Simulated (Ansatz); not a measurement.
`F[C](F)(F)[SnH3]` + `[SnH4]` → `[SnH3][SnH3]` + trifluoromethane  (formal exchange of groups at the Sn–C bond)

Gas-phase electronic energies from Ansatz, PBE0-D4/def2-TZVP geometries. CCSD(T)/CBS is the MP2 limit (def2-TZVPP, def2-QZVPP) plus CCSD(T) − MP2 in def2-TZVPP, frozen cores. This one scheme is used for every species. DFT in def2-TZVPP. B3LYP here is the variant with VWN-RPA as its local correlation; programs differ in this. HSE06 is defined as in plane-wave codes. def2 core potentials past Kr. For Sn outer-core shells are correlated without core-valence functions, which leaves a few kJ/mol of doubt a bond.

(1) Is it downhill or uphill in electronic energy at CCSD(T)/CBS, and by how much? (Estimate.)

(2) What do these levels give: HSE06-D4, B2PLYP, BLYP, B3LYP, r2SCANh, RPA@PBE/def2-TZVPP? (Estimate.)

Largest T1 diagnostic among the species: 0.013.

Answers

(1) Ansatz gave: Downhill: ΔE = -119.2 kJ/mol.

(2) Computed: HSE06-D4 -117.3, B2PLYP -114.0, BLYP -103.9, B3LYP -111.1, r2SCANh -112.9, RPA@PBE/def2-TZVPP -103.2 kJ/mol.

From BLYP to BHLYP (50 % exact exchange), in def2-TZVPP and without D4, ΔE moves by −14.4 kJ/mol. In def2-TZVPP, CCSD(T) changes the Hartree–Fock value by +12.9 kJ/mol (the triples alone add +2.8 kJ/mol) and MP2 by +3.0 kJ/mol. Leaving LDA and LC-ωPBE aside and taking each functional with its dispersion term where it has one, the values, not all of them listed here, spread over 25.5 kJ/mol, from PBE-QIDH to B97M-V.
